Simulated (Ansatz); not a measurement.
# Relaxing Co in the sc type

First guess:

```
CELL_PARAMETERS angstrom
2.23228 0.00000 0.00000
0.00000 2.23228 0.00000
0.00000 0.00000 2.23228
ATOMIC_POSITIONS crystal
Co 0.00000 0.00000 0.00000
```

Theory: DFT, PBE, PAW with Ansatz's default frozen-core files, scalar-relativistic in Ansatz 0.2.0.

Cell and atoms relax within the symmetry of the start on a 18×18×18 k mesh with 0.05 eV Fermi–Dirac smearing, from parallel moments.

The start is built from a prototype, known or not as a phase of this compound; the cutoff is 420 eV.

The magnetic state is the one reached from parallel moments; other orders may lie lower.

Problem. What is the pressure of the first guess?

Solution. 25.5 GPa.

Problem. What does it relax to?

Solution. a = 2.341 Å, b = 2.341 Å, c = 2.341 Å, α = 90.00°, β = 90.00°, γ = 90.00° (conventional cell), 12.83 Å³ per atom:
```xyz
1
Lattice="2.3412 0.0000 0.0000 0.0000 2.3412 0.0000 0.0000 0.0000 2.3412" Properties=species:S:1:pos:R:3 pbc="T T T"
Co    0.0000    0.0000    0.0000
```

Problem. How much energy does the relaxation release?

Solution. 117 meV/atom.

Problem. What moment does the relaxed primitive cell (1 atom) carry?

Solution. 1.89 μB.
